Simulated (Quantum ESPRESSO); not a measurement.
The system is MoS2.

```
CELL_PARAMETERS angstrom
1.58000 0.91221 6.15000
-1.58000 0.91221 6.15000
0.00000 -1.82443 6.15000
ATOMIC_POSITIONS crystal
Mo 0.00000 0.00000 0.00000
S 0.41700 0.41700 0.41700
S 0.25000 0.25000 0.25000
```

Measurements of this composition are mostly on another form, of space group No. 194.

* Program: Quantum ESPRESSO 7.5
* Task: relaxation of cell and atoms
* Functional: PBEsol
* Dispersion: D3
* Potentials or basis: GBRV 1.5 PBEsol
* Cutoff: 612 eV
* Density cutoff: 4898 eV
* k mesh: 8 × 8 × 8
* Occupations: fermi-dirac, width 0.05 eV
* Spin: no spin polarisation

At the start: pressure -1.4 GPa; volume 17.73 Å³/atom.

**Question.** How do energy, volume and symmetry change on relaxing?

**Answer.** Over 11 steps the energy falls by 5.2 meV/atom and the volume is 16.87 Å³/atom (-4.8 %); space group R3m (No. 160, to 0.05 Å).

Step by step:
| step | energy change (eV) | largest force (eV/Å) | pressure (GPa) | volume (Å³) |
| --- | --- | --- | --- | --- |
| 1 | 0.0000 | 0.2363 | -1.41 | 53.18 |
| 2 | -0.0028 | 0.1702 | -1.37 | 53.07 |
| 3 | -0.0105 | 0.1337 | -0.74 | 52.29 |
| 4 | -0.0110 | 0.0700 | -0.47 | 52.14 |
| 5 | -0.0113 | 0.0416 | -0.09 | 51.97 |
| 6 | -0.0115 | 0.0708 | 0.05 | 51.90 |
| 7 | -0.0122 | 0.1495 | 0.50 | 51.58 |
| 8 | -0.0132 | 0.1936 | 0.85 | 51.18 |
| 9 | -0.0144 | 0.1702 | 0.91 | 50.70 |
| 10 | -0.0152 | 0.0810 | 0.50 | 50.55 |
| 11 | -0.0155 | 0.0171 | 0.07 | 50.62 |

Final structure:
```cif
data_structure
_symmetry_space_group_name_H-M 'P 1'
_symmetry_Int_Tables_number 1
_cell_length_a 6.2285
_cell_length_b 6.2285
_cell_length_c 6.2285
_cell_angle_alpha 29.120
_cell_angle_beta 29.120
_cell_angle_gamma 29.120
_cell_volume 50.62
loop_
_atom_site_label
_atom_site_type_symbol
_atom_site_fract_x
_atom_site_fract_y
_atom_site_fract_z
_atom_site_occupancy
Mo1 Mo 0.00009 0.00009 0.00009 1
S1 S 0.42048 0.42048 0.42048 1
S2 S 0.24643 0.24643 0.24643 1
```
